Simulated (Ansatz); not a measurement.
## Ta, diamond: how the functional moves the structure

All rows: Ansatz, plane waves with scalar-relativistic PAW, 420 eV (500 eV for the SCAN forms), relaxed under each functional, no dispersion correction, no zero-point motion. B₀ comes from uniform scaling at fixed shape; a dash is a value not given.

```json
{"functional": "PBE", "V (Å³/atom)": "28.46", "cell": "a = 6.106 Å", "B₀ (GPa)": "70", "magnetic state": "spin not included", "ΔE to bcc (meV/atom)": "2896"}
{"functional": "r²SCAN", "V (Å³/atom)": "27.81", "cell": "a = 6.060 Å", "B₀ (GPa)": "70", "magnetic state": "spin not included", "ΔE to bcc (meV/atom)": "3130"}
{"functional": "PBEsol", "V (Å³/atom)": "27.06", "cell": "a = 6.005 Å", "B₀ (GPa)": "76", "magnetic state": "spin not included", "ΔE to bcc (meV/atom)": "3042"}
{"functional": "revPBE", "V (Å³/atom)": "29.01", "cell": "a = 6.145 Å", "B₀ (GPa)": "67", "magnetic state": "spin not included", "ΔE to bcc (meV/atom)": "2865"}
{"functional": "RPBE", "V (Å³/atom)": "29.25", "cell": "a = 6.162 Å", "B₀ (GPa)": "66", "magnetic state": "spin not included", "ΔE to bcc (meV/atom)": "2853"}
{"functional": "BLYP", "V (Å³/atom)": "29.87", "cell": "a = 6.205 Å", "B₀ (GPa)": "64", "magnetic state": "spin not included", "ΔE to bcc (meV/atom)": "2307"}
```

(1) What does LDA give?

Results:

(1) V (Å³/atom): 26.12; cell: a = 5.934 Å; B₀ (GPa): 80; magnetic state: spin not included; ΔE to bcc (meV/atom): 3004.
